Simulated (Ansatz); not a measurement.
# MgO (P-6m2) in Ansatz: notebook, part 2 of 2

Ansatz 0.2.0. The steps go on from the part before.

### Step 3. Single point, HSE06, 9.42 Å³/atom (volume scaled by 0.94)

The input, input:

```
crystal:
  lattice:
    - [2.8780444641, 0.0, 0.0]
    - [-1.439022232, 2.4924596191, 0.0]
    - [0.0, 0.0, 2.6249773038]
  atoms:
    - { symbol: Mg, position: [0.0, 0.0, 0.0] }
    - { symbol: O, position: [0.3333333333, 0.6666666667, 0.5] }
hamiltonian:
  xc: hse06
  pseudopotentials: { kind: paw }
kpoints:
  mp_grid: { grid: [6, 6, 6] }
scf:
  occupations: { method: fermi_dirac, width: 0.05 }
output:
  forces: true
  stress: true
  eigenvalues: true
  write_density: true
  write_potential: true
  elf: true
  volumetric_format: npy
```

Potentials or basis: Ansatz PAW.

Log:

```text
Warning: output.stress: scf.convergence.dr2_threshold = 1e-7 eV (the SCF's general default) is looser than the 2e-10 eV advised for a printed stress (1e-10 eV for each atom of the cell: 2). What an SCF threshold leaves in a stress goes as its square root, and in the free energy as the threshold itself, and one threshold admits the most on a small cell: of the crystals measured, under no hybrid functional and no lock of the moments, on runs that ended without the residual-converged pass, on stresses that held no estimate of that error, the worst erred by over 100 MPa in a component at 1e-7 eV an atom and by under 5 at 1e-10. Set scf.convergence.dr2_threshold to 2e-10 eV or tighter. The threshold is an SCF's pass mark: one that does not reach it within its budget of iterations ends unconverged, or closes short of it on a stop that the run arms, and scf.convergence.dr2_threshold's page says what that costs each kind of run
Warning: output.stress: scf.exx.energy_threshold = 1e-6 eV is looser than the 2e-8 eV advised for a stress under a hybrid functional (1e-8 eV for each atom of the cell: 2). Every SCF of the exchange loop can meet its threshold on dr2 while the loop round them stops early: no threshold on dr2 bounds what that leaves in the stress. Set scf.exx.energy_threshold to 2e-8 eV or tighter. The threshold is the loop's pass mark: a loop that does not reach it within its budget of cycles ends unconverged, and scf.exx.energy_threshold's page has the law
GPUs: using 1 of 1 available (devices: 1).
Engine: ansatz 0.2.0, x86_64-unknown-linux-gnu
Pseudopotentials: kind: paw
Pseudopotential: Mg, paw, valence charge 10, recommended cutoff 420 eV (normal), Mg.paw.azcp
Pseudopotential: O, paw, valence charge 6, recommended cutoff 420 eV (normal), O.paw.azcp
Functional definition: HSE06
  parameter a = 0.25
  parameter omega = 0.11/bohr
  exchange = pbe_x - a*pbe_x_sr(omega) + a*exact_x_sr(omega)
  correlation = pbe_c
device memory: the entry about to start is reckoned to put 0.4 GiB on a device that reports 35.9 GiB free (of which the cap on the GPU budget leaves the run 18.0 GiB)
GPU FFT provider: cuFFT
GPU libraries: cuBLAS 13.8.2, cuFFT 12.4.0, cuSOLVER 12.3.4
Crystal: 2 atoms, lattice volume = 18.830 Å³
Basis set: ecut = 420 eV, 381 PW (Γ), exchange–correlation on 40×40×36 points (8 copies of the dense FFT grid, shifted against one another)
Bands: 12, of which v1, the nominal top of the filled ones, is band 8 counted from 1 (7 counted from 0)
Symmetry: 12 space group operations
Space group: P-6m2 (ITA 187), of the structure as read, at distance tolerance 2.7e-5 Å
k-points: 28 of 216 (time reversal used)
Non-local potential: Mg, projectors of the file, l = 0: 3, l = 1: 2, l = 2: 1
Non-local potential: O, projectors of the file, l = 0: 2, l = 1: 2, l = 2: 1
PAW form: soft (Blöchl's): semilocal exchange-correlation on the pseudo side does not see the compensation charge
PAW frozen core: Mg, regenerated for the run's functional, and the local potential with it (the file was generated under x = pbe(κ = 0.804, μ = 0.2195149727645171), c = pbe(β = 0.06672455060314922))
PAW frozen core: O, regenerated for the run's functional, and the local potential with it (the file was generated under x = pbe(κ = 0.804, μ = 0.2195149727645171), c = pbe(β = 0.06672455060314922))
PAW one-centre angular grid: Mg, 110 points (default); XC on 96 Gauss nodes
PAW one-centre angular grid: O, 110 points (default); XC on 96 Gauss nodes
Initial density: superposition of atomic densities (neutral atoms: chi_scale 0, normalization atom), corrected by the library's trained network
[... 39 lines left out ...]
SCF iter   3: F=-2493.612445 eV  HF=-2493.612445 eV  |F-HF|=1.84e-9  |Δ(HF+E_count)|=   1.23e-7  Δρ=5.55e-6  dr2=2.71e-9  ethr=6.05e-11  ⟨swp⟩=4.5  Hψ=1112  notcnv=0  defer=2
SCF 3 converged in 3 iterations: F = -2493.612445 eV  dr2 = 2.71e-9
  Residual-converged pass: ⟨swp⟩=2.8  Hψ=524  notcnv=0  max |occ|·‖R‖ = 2.3e-6 eV (tolerance 2.4e-6 eV)  dr2=2.70e-9  dr2_onsite=1.21e-9  max |Δocc| = 0.0e0
hybrid outer 2: dexx = +1.049e-7 eV, tail = 1.77e-8 eV, Δε = 2.38e-3 eV (about 1.15e-4 eV left of the loop's levels)
hybrid SCF converged: 2 outer / 10 inner (+2 warm-up), last move |dexx| = 1.05e-7 eV, tail = 1.77e-8 eV
Stability not checked: this state was not tested for a lower state beside it, because the functional holds exact exchange (a hybrid, or Hartree-Fock), whose exchange loop this test does not read (fock_operator; see scf.lower_state_search)
Free energy (F): -2493.612445 eV
Frozen-core exchange: fock
Harris-Foulkes:  -2493.612445 eV  (|F-HF|=1.84e-9)
Internal energy: -2493.612445 eV  (E = F + TS)
E sigma→0 (E₀):  -2493.612445 eV
Fermi energy:    10.103817 eV
--- Per-component energies (eV) ---
  E_band       = -341.040126
  E_kinetic    = 257.171282
  E_local      = -1621.620135  (includes V_loc(G=0)·N_el)
  E_nonlocal   = 141.197074
  E_hartree    = 564.001536
  E_xc         = -84.943028
  E_vxc        = -107.859954  (∫ρ·V_xc dr)
  E_exx        = -71.464584  (= α·E_x^exact, valence–valence)
  E_paw        = -399.012716  (= ΣΔE_a)
  E_vpaw       = 4.994129  (= ΣTr[D̂ρ^β])
  E_aug_tail   = 0.002494  (compensation charges beyond the density's cutoff)
  E_ewald      = -1278.882827
  E_core_change = -0.061541  (= ΣΔE_core)
  E_smearing   = -0.000000  (= −TS)
  E_closure    = -0.000000  (closes the sum)
  Σ components = -2493.612445   (vs F -2493.612445, Δ=0.00e0)
--- Forces (eV/Å), atoms counted from 1 ---
  atom   1  Mg    -0.00000000    -0.00000000     0.00000000
  atom   2  O     -0.00000000     0.00000000     0.00000000
  max |Σ_I F_I| component: 7.23e-17 eV/Å
--- Stress (GPa, compression-positive) ---
        3.302932       0.000000       0.000000
        0.000000       3.302932       0.000000
        0.000000       0.000000       4.264876
  P = ⅓ Tr σ = 3.6236 GPa (36.236 kbar)
--- Band table (eV; the first three rows and the last of 28) ---
  k-point 0: bands = ["-70.0903", "-34.9677", "-34.9677", "-34.9068", "-11.8565", "6.8104", "6.8104", "7.0472", "12.6177", "21.4337", "25.5902", "25.5902"]
  k-point 1: bands = ["-70.0868", "-34.9642", "-34.9642", "-34.9435", "-11.5710", "5.2293", "6.9473", "6.9473", "13.9486", "21.7735", "25.9317", "25.9317"]
  k-point 2: bands = ["-70.0798", "-35.0165", "-34.9573", "-34.9573", "-10.9268", "2.6194", "7.2360", "7.2360", "16.1335", "20.9459", "26.8437", "26.8437"]
  k-point 27: bands = ["-70.0666", "-35.0255", "-35.0119", "-35.0038", "-9.6361", "3.4804", "4.6200", "4.6709", "15.7145", "20.5770", "23.8791", "24.8814"]
```

rho_z.tsv:

```text
# z_ang	rho[e/angstrom^3]
# format = ansatz-planar-average/11
# lattice	2.878044464	-0.000000000	0.000000000
# lattice	-1.439022232	2.492459619	0.000000000
# lattice	0.000000000	0.000000000	2.624977304
# sites	2
# site	12	0.000000000	-0.000000000	0.000000000
# site	8	0.000000000	1.661639746	1.312488652
0.000000	1.856993e0
0.145832	1.593573e0
0.291664	1.018281e0
0.437496	5.371999e-1
0.583328	3.520192e-1
0.729160	3.992205e-1
[... 10 lines left out ...]
2.333313	1.018281e0
2.479145	1.593573e0
```

Run time: 19 s. Hardware: 1 × NVIDIA H100 80GB HBM3 with 2 threads of AMD EPYC 7R13 (Zen 3), shared host; peak memory 1.6 GiB.

Results:

```yaml
Free_energy: -2493.6124 eV
Pressure: 3.6 GPa
Band_gap_on_the_k_mesh: 5.13 eV, indirect (least direct gap 5.57 eV)
```

Caveat: the k mesh is coarse (spacing up to 0.42 Å⁻¹), so the values aren't converged, least of all with exact exchange; the pressure holds a Pulay correction of +0.4 GPa for the finite cutoff; the PAW data sets come from PBE, with cores solved anew for the run's functional, which leaves a small shift of forces and pressure; the thresholds are loose for stress.

### Step 4. Single point, HSE06, 9.62 Å³/atom (volume scaled by 0.96)

The input, input:

```
crystal:
  lattice:
    - [2.8983130506, 0.0, 0.0]
    - [-1.4491565253, 2.51001273, 0.0]
    - [0.0, 0.0, 2.6434636685]
  atoms:
    - { symbol: Mg, position: [0.0, 0.0, 0.0] }
    - { symbol: O, position: [0.3333333333, 0.6666666667, 0.5] }
hamiltonian:
  xc: hse06
  pseudopotentials: { kind: paw }
kpoints:
  mp_grid: { grid: [6, 6, 6] }
scf:
  occupations: { method: fermi_dirac, width: 0.05 }
output:
  forces: true
  stress: true
  eigenvalues: true
```

Run time: 28 s. Hardware: 1 × NVIDIA H100 80GB HBM3 with 2 threads of AMD EPYC 7R13 (Zen 3), shared host; peak memory 1.6 GiB.

The run converged. Its results:

```yaml
Free_energy: -2493.6171 eV
Pressure: 0.2 GPa
Band_gap_on_the_k_mesh: 4.95 eV, indirect (least direct gap 5.38 eV)
```

Caveat: the pressure holds a Pulay correction of +0.4 GPa for the finite cutoff; the PAW data sets come from PBE, with cores solved anew for the run's functional, which leaves a small shift of forces and pressure; the thresholds are loose for stress.

### Step 5. Single point, HSE06, 9.82 Å³/atom (volume scaled by 0.98)

input, as its differences from that of step 4:

```diff
@@ -2,5 +2,5 @@
   lattice:
-    - [2.8983130506, 0.0, 0.0]
-    - [-1.4491565253, 2.51001273, 0.0]
-    - [0.0, 0.0, 2.6434636685]
+    - [2.9183020482, 0.0, 0.0]
+    - [-1.4591510241, 2.5273237096, 0.0]
+    - [0.0, 0.0, 2.6616950286]
   atoms:
```

It took 24 s on 1 × NVIDIA H100 80GB HBM3 with 2 threads of AMD EPYC 7R13 (Zen 3), shared host; peak memory 1.7 GiB.

It converged, with:

| Item | Value |
| --- | --- |
| Free energy | -2493.6138 eV |
| Pressure | -2.9 GPa |
| Band gap on the k mesh | 4.77 eV, indirect (least direct gap 5.20 eV) |

Caveat: the pressure holds a Pulay correction of +0.4 GPa for the finite cutoff; the PAW data sets come from PBE, with cores solved anew for the run's functional, which leaves a small shift of forces and pressure; the thresholds are loose for stress.

### Step 6. Single point, HSE06, 10.02 Å³/atom

input, as its differences from that of step 5:

```diff
@@ -2,5 +2,5 @@
   lattice:
-    - [2.9183020482, 0.0, 0.0]
-    - [-1.4591510241, 2.5273237096, 0.0]
-    - [0.0, 0.0, 2.6616950286]
+    - [2.9380209034, 0.0, 0.0]
+    - [-1.4690104517, 2.5444007392, 0.0]
+    - [0.0, 0.0, 2.67968]
   atoms:
```

Potentials or basis: Ansatz PAW.

Run time: 26 s. Hardware: 1 × NVIDIA H100 80GB HBM3 with 2 threads of AMD EPYC 7R13 (Zen 3), shared host; peak memory 1.7 GiB.

Results (log left out):

* Free energy: -2493.6029 eV
* Pressure: -5.7 GPa
* Band gap on the k mesh: 4.60 eV, indirect (least direct gap 5.02 eV)

Caveat: the pressure holds a Pulay correction of +0.4 GPa for the finite cutoff; the PAW data sets come from PBE, with cores solved anew for the run's functional, which leaves a small shift of forces and pressure; the thresholds are loose for stress.

### Step 7. Single point, HSE06, 10.22 Å³/atom (volume scaled by 1.02)

input, as its differences from that of step 6:

```diff
@@ -2,5 +2,5 @@
   lattice:
-    - [2.9380209034, 0.0, 0.0]
-    - [-1.4690104517, 2.5444007392, 0.0]
-    - [0.0, 0.0, 2.67968]
+    - [2.9574785625, 0.0, 0.0]
+    - [-1.4787392813, 2.5612515663, 0.0]
+    - [0.0, 0.0, 2.6974267424]
   atoms:
```

It took 6.7 s on 1 × NVIDIA H100 80GB HBM3 with 2 threads of AMD EPYC 7R13 (Zen 3), shared host; peak memory 1.6 GiB.

The run converged. Its results:

| Property | Result |
| --- | --- |
| Free energy | -2493.5855 eV |
| Pressure | -8.2 GPa |
| Band gap on the k mesh | 4.43 eV, indirect (least direct gap 4.85 eV) |

Caveat: the pressure holds a Pulay correction of +0.4 GPa for the finite cutoff; the PAW data sets come from PBE, with cores solved anew for the run's functional, which leaves a small shift of forces and pressure; the thresholds are loose for stress.

### Step 8. Single point, HSE06, 10.42 Å³/atom (volume scaled by 1.04)

input, as its differences from that of step 7:

```diff
@@ -2,5 +2,5 @@
   lattice:
-    - [2.9574785625, 0.0, 0.0]
-    - [-1.4787392813, 2.5612515663, 0.0]
-    - [0.0, 0.0, 2.6974267424]
+    - [2.9766835069, 0.0, 0.0]
+    - [-1.4883417534, 2.577883536, 0.0]
+    - [0.0, 0.0, 2.7149429912]
   atoms:
@@ -19 +19,5 @@
   eigenvalues: true
+  write_density: true
+  write_potential: true
+  elf: true
+  volumetric_format: npy
```

Wall time 7.6 s (1 × NVIDIA H100 80GB HBM3 with 2 threads of AMD EPYC 7R13 (Zen 3), shared host); peak memory 1.7 GiB.

It converged, with:

```yaml
Free_energy: -2493.5622 eV
Pressure: -10.5 GPa
Band_gap_on_the_k_mesh: 4.27 eV, indirect (least direct gap 4.69 eV)
```

Caveat: the pressure holds a Pulay correction of +0.4 GPa for the finite cutoff; the PAW data sets come from PBE, with cores solved anew for the run's functional, which leaves a small shift of forces and pressure; the thresholds are loose for stress.

### Step 9. Single point, HSE06, 10.62 Å³/atom (volume scaled by 1.06)

The input, input:

```
crystal:
  lattice:
    - [2.9956437857, 0.0, 0.0]
    - [-1.4978218928, 2.5943036191, 0.0]
    - [0.0, 0.0, 2.732236088]
  atoms:
    - { symbol: Mg, position: [0.0, 0.0, 0.0] }
    - { symbol: O, position: [0.3333333333, 0.6666666667, 0.5] }
hamiltonian:
  xc: hse06
  pseudopotentials: { kind: paw }
kpoints:
  mp_grid: { grid: [6, 6, 6] }
scf:
  occupations: { method: fermi_dirac, width: 0.05 }
output:
  forces: true
  stress: true
  eigenvalues: true
```

Potentials or basis: Ansatz PAW.

Wall time 7.2 s (1 × NVIDIA H100 80GB HBM3 with 2 threads of AMD EPYC 7R13 (Zen 3), shared host); peak memory 1.7 GiB.

It converged, with:

| Quantity | Value |
| --- | --- |
| Free energy | -2493.5335 eV |
| Pressure | -12.5 GPa |
| Band gap on the k mesh | 4.12 eV, indirect (least direct gap 4.53 eV) |

Caveat: the pressure holds a Pulay correction of +0.4 GPa for the finite cutoff; the PAW data sets come from PBE, with cores solved anew for the run's functional, which leaves a small shift of forces and pressure; the thresholds are loose for stress.

### Step 10. Equation of state, HSE06

No new run: the results of the series are fitted here.

What came out:

- Equilibrium volume: 9.63 Å³/atom
- Bulk modulus at fixed shape and positions: 156 GPa
- Pressure derivative of the bulk modulus: 4.2

Energy against volume, from the lowest point:
```tsv
volume (Å³/atom)	energy (meV/atom)
9.415	2.34
9.615	0.00
9.816	1.65
10.016	7.10
10.216	15.80
10.417	27.48
10.617	41.84
```

Caveat: the k mesh is coarse (spacing up to 0.41 Å⁻¹), so the values aren't converged, least of all with exact exchange; the cell was scaled at fixed shape and fractional positions, which overstates the stiffness of a crystal with free parameters, most of all of layers and chains; the PAW data sets were made with another functional, which shifts forces and pressure a little.

### Step 11. Band structure, PBE0

The input, input:

```
crystal:
  lattice:
    - [2.9380209034, 0.0, 0.0]
    - [-1.4690104517, 2.5444007392, 0.0]
    - [0.0, 0.0, 2.67968]
  atoms:
    - { symbol: Mg, position: [0.0, 0.0, 0.0] }
    - { symbol: O, position: [0.3333333333, 0.6666666667, 0.5] }
hamiltonian:
  xc: pbe0
  pseudopotentials: { kind: paw }
kpoints:
  mp_grid: { grid: [8, 8, 8] }
  band_path:
    path:
      - [[0.0, 0.0, 0.0], [0.5, 0.0, 0.0], [0.3333333333, 0.3333333333, 0.0], [0.0, 0.0, 0.0], [0.0, 0.0, 0.5], [0.5, 0.0, 0.5], [0.3333333333, 0.3333333333, 0.5], [0.0, 0.0, 0.5]]
      - [[0.5, 0.0, 0.5], [0.5, 0.0, 0.0]]
      - [[0.3333333333, 0.3333333333, 0.0], [0.3333333333, 0.3333333333, 0.5]]
    npoints: 4
scf:
  occupations: { method: fermi_dirac, width: 0.05 }
  n_extra_bands: 6
output:
  forces: true
  stress: true
  eigenvalues: true
  fatbands: false
  write_density: true
  write_potential: true
  elf: true
  volumetric_format: npy
```

It took 38 s on 1 × NVIDIA H100 80GB HBM3 with 2 threads of AMD EPYC 7R13 (Zen 3), shared host; peak memory 2.2 GiB.

Results (log left out):

```yaml
Free_energy: -2493.8559 eV
Pressure: -5.6 GPa
Band_gap_on_the_k_mesh: 5.33 eV, indirect (least direct gap 5.74 eV)
Band_gap_along_the_path: 5.32 eV, indirect (least direct gap 5.74 eV)
```

Stress tensor (GPa, compression positive):
```
-5.16  0.00  0.00
 0.00 -5.16  0.00
 0.00  0.00 -6.47
```

Levels at the corners of the path, in eV from the valence-band top:
```
point  band 4  band 5  band 6  band 7  band 8  band 9  band 10  band 11  band 12  band 13
    Γ  -42.63  -19.03   -0.62   -0.62   -0.42    5.32    14.47    18.32    18.32    22.56
    M  -42.62  -17.92   -5.20   -1.41   -0.05    9.06    13.45    15.80    20.92    21.71
    K  -42.62  -17.78   -3.93   -3.90    0.00   11.07    14.23    14.29    22.23    22.57
    Γ  -42.63  -19.03   -0.62   -0.62   -0.42    5.32    14.47    18.32    18.32    22.56
    A  -42.67  -17.87   -5.70   -0.09   -0.09   10.87    11.76    20.34    20.34    21.29
    L  -42.69  -17.14   -3.99   -3.60   -0.89    8.25    14.05    16.98    17.93    18.01
    H  -42.71  -17.04   -3.78   -2.68   -2.65    8.78    13.19    16.42    17.60    19.96
    A  -42.67  -17.87   -5.70   -0.09   -0.09   10.87    11.76    20.34    20.34    21.29
    L  -42.69  -17.14   -3.99   -3.60   -0.89    8.25    14.05    16.98    17.93    18.01
    M  -42.62  -17.92   -5.20   -1.41   -0.05    9.06    13.45    15.80    20.92    21.71
    K  -42.62  -17.78   -3.93   -3.90    0.00   11.07    14.23    14.29    22.23    22.57
    H  -42.71  -17.04   -3.78   -2.68   -2.65    8.78    13.19    16.42    17.60    19.96
```

Caveat: the pressure holds a Pulay correction of +0.4 GPa for the finite cutoff; the PAW data sets come from PBE, with cores solved anew for the run's functional, which leaves a small shift of forces and pressure; the thresholds are loose for stress.

### Step 12. The runs side by side

```tsv
task	level	k mesh	points for each segment of the path	mesh quality	gap on the mesh (eV)	pressure (GPa)
band structure	HSE06	8 × 8 × 8	4	not flagged	4.60	-5.7
equation of state	HSE06	6 × 6 × 6	-	coarse	-	-
band structure	PBE0	8 × 8 × 8	4	not flagged	5.33	-5.6
```

Alike in all rows: potentials or basis Ansatz PAW; no spin polarisation; cell as given; cutoff (eV) 420; smearing fermi-dirac 0.05 eV.

Caveats: some runs use coarse meshes; the PAW data sets come from PBE, with cores solved anew for the run's functional, which leaves a small shift of forces and pressure (some runs); the thresholds are loose for stress (some runs); the cell was scaled at fixed shape and fractional positions, which overstates the stiffness of a crystal with free parameters, most of all of layers and chains (some runs); the PAW data sets were made with another functional, which shifts forces and pressure a little (some runs).

Absolute energies hang on the potentials; compare differences alone.
